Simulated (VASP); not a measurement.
Here is a VASP 6.6.1 calculation.

File POSCAR:

```
Bi
1.0
   -1.9927035239      1.9927035239      1.9927035239
    1.9927035239     -1.9927035239      1.9927035239
    1.9927035239      1.9927035239     -1.9927035239
Bi
1
Direct
    0.0000000000      0.0000000000      0.0000000000
```

Contents of INCAR.step1:

```
  PREC = Accurate
  ENCUT = 520
  ISMEAR = 1
  SIGMA = 0.05
  LREAL = False
  LASPH = True
  NELM = 100
  NBANDS = 14
  GGA = PE
  ALGO = Normal
  EDIFF = 1E-4
  LWAVE = True
  LCHARG = False
```

INCAR.step2

```
  PREC = Accurate
  ENCUT = 520
  EDIFF = 1E-6
  ISMEAR = 1
  SIGMA = 0.05
  LREAL = False
  LASPH = True
  NELM = 100
  ALGO = Normal
  ISIF = 2
  LWAVE = False
  LCHARG = False
  METAGGA = R2SCAN
  LMIXTAU = True
  NBANDS = 14
  ISTART = 1
```

KPOINTS

```
Automatic mesh
0
Gamma
  7 7 7
```

Potentials or basis: VASP PAW PBE potentials, release 64 (Bi_d).

Command:

```sh
$ cat potpaw_PBE.64/Bi_d/POTCAR > POTCAR
$ cp INCAR.step1 INCAR
$ mpirun -np 1 vasp_std > vasp.out
$ cp INCAR.step2 INCAR
$ mpirun -np 1 vasp_std > vasp.out
```

**Question.** Estimate the band gap on the k mesh.

**Answer.** None (metal or under the smearing width).

**Question.** Predict the pressure.

**Answer.** 0.0 GPa.

Caveat: the PAW data sets were made with another functional, which shifts forces and pressure a little; spin-orbit coupling is left out, which moves the levels of the heavy elements.
